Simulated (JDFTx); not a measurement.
Set up this calculation in JDFTx 1.7.0 (patched build), as the native input.

| Item | Value |
| --- | --- |
| Task | relaxation of cell and atoms |
| Functional | PBE |
| Dispersion | D3(BJ) |
| Potentials or basis | PseudoDojo-SR-PBE-0.5-standard with smoothed tails |
| Cutoff | 1088 eV |
| Density cutoff | 4354 eV |
| k mesh | 12 × 12 × 12 |
| Occupations | fermi-dirac, width 0.05 eV |
| Spin | no spin polarisation |
| Local potential set to -Z/r beyond | 6 bohr |
| Density cutoff over wavefunction cutoff | 4 |
| Max SCF steps | 100 |
| SCF threshold on the energy | 1e-09 Ha |
| Solver of the electrons | scf |
| Further solve for the empty bands | no |

The system is Mo.

```xyz
1
Lattice="-1.5838 1.5838 1.5838 1.5838 -1.5838 1.5838 1.5838 1.5838 -1.5838" Properties=species:S:1:pos:R:3 pbc="T T T"
Mo    0.0000    0.0000    0.0000
```

These files were run (other wordings do the same):

Mo.in

```
lattice Body-Centered Cubic 5.9859303812
coords-type Lattice
ion Mo     0.0000000000     0.0000000000     0.0000000000 1

ion-species pseudo/Mo.upf
elec-cutoff 40
elec-ex-corr gga-PBE
van-der-waals D3BJ
kpoint-folding 12 12 12
elec-smearing Fermi 0.0018374661
elec-n-bands 13
electronic-SCF nIterations 100 energyDiffThreshold 1e-09
electronic-minimize nIterations 30 energyDiffThreshold 1e-7
forces-output-coords Cartesian
lattice-minimize nIterations 40 energyDiffThreshold 1e-6

dump-name run.$VAR
dump End Ecomponents EigStats BandEigs Kpoints Forces Stress
```

Potentials or basis: PseudoDojo-SR-PBE-0.5-standard with smoothed tails.

The run is started by

```sh
$ jdftx -c 1 -i Mo.in -o Mo.out
```

Results of the run:

| Quantity | Value |
| --- | --- |
| Relaxed volume | 15.35 Å³/atom |
| Relaxed cell | a = 2.712 Å, b = 2.712 Å, c = 2.712 Å, α = 109.47°, β = 109.47°, γ = 109.47° |
| Space group after relaxing (to 0.05 Å) | Im-3m (No. 229) |
| Energy gained by relaxing | 15.9 meV/atom |
| Ionic steps | 5 |
| Pressure after relaxing | 0.0 GPa |
| Band gap on the k mesh | none (metal or under the smearing width) |

Caveat: pairwise dispersion overbinds metals, which lowers pressure and volume.

Wall time 51 s on 1 thread of Intel(R) Xeon(R) Platinum 8488C (Sapphire Rapids) (shared host), peak memory 0.08 GiB.
